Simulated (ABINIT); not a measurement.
Ge, 1 atom in the cell. The structure is tetragonal, space group I4/mmm (No. 139). Conventional cell: a = 3.217 Å, b = 3.217 Å, c = 3.746 Å, α = 90.00°, β = 90.00°, γ = 90.00°. Ge (site symmetry 4/mmm) is surrounded by 12 Ge at 2.95 to 3.22 Å. The cell was built by a generator and needn't be a form met in nature.

| Item | Value |
| --- | --- |
| Program | ABINIT 10.8.3 (patched build) |
| Task | relaxation of cell and atoms |
| Functional | PBE |
| Dispersion | D4 |
| Potentials or basis | JTH PAW PBE v2.0 |
| Cutoff | 599 eV |
| k mesh | 12 × 12 × 12 |
| Occupations | fermi-dirac, width 0.05 eV |
| Spin | no spin polarisation |
| Cutoff smearing ecutsm (Ha) | 0.5 |
| Optimiser | BFGS |
| Force threshold (eV/Å) | 0.03 |
| Dispersion computed by | dftd4 4.3.1 |
| Fine-grid cutoff | 1197.3 eV |

Potentials or basis: JTH PAW PBE v2.0.

Run with:

```bash
$ python run.py
```

Hardware: 1 thread of Arm Neoverse V1, on a shared host.

Question: Estimate the wall time of this run.

Answer: Run time: 2.2 min on 1 thread of Arm Neoverse V1 (shared host), peak memory 0.13 GiB. Counts: mpi ranks 1, k points 163, bands 11, plane waves 642, ion steps 4.
